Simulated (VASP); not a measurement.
Runs of VASP 6.6.1 on CdTe. The structure is cubic, space group F-43m (No. 216). The conventional cell has a = 6.496 Å, b = 6.496 Å, c = 6.496 Å, α = 90.00°, β = 90.00°, γ = 90.00°. Cd (site symmetry -43m) is surrounded by 4 Te at 2.81 Å. Te (site symmetry -43m) has 4 Cd at 2.81 Å as nearest neighbours. 

```csv
task,cell,gap on the mesh (eV),pressure (GPa)
relaxation of cell and atoms,relaxed,0.64,0.0
relaxation of the atoms,atoms relaxed from: a relaxed cell with its volume scaled by 1.06,0.47,-2.1
relaxation of the atoms,atoms relaxed from: a relaxed cell with its volume scaled by 0.96,(a),1.9
relaxation of the atoms,atoms relaxed from: a relaxed cell with its volume scaled by 0.98,0.70,0.9
relaxation of the atoms,atoms relaxed,0.64,0.0
relaxation of the atoms,atoms relaxed from: a relaxed cell with its volume scaled by 1.04,0.53,-1.5
```

Alike in all rows: level PBEsol; potentials or basis VASP PAW PBE potentials, release 64 (Cd, Te); no spin polarisation; k mesh 8 × 8 × 8; cutoff (eV) 600; smearing gaussian 0.03 eV.

Problem. Estimate the missing entries.

Solution. (a) 0.76.

Caveats: the relaxation stopped at its first step, so nothing moved; the PAW data sets were made with another functional, which shifts forces and pressure a little; spin-orbit coupling is left out, which moves the levels of the heavy elements.

A k mesh can miss the band edges, and the runs leave out spin-orbit coupling on Cd, Te.
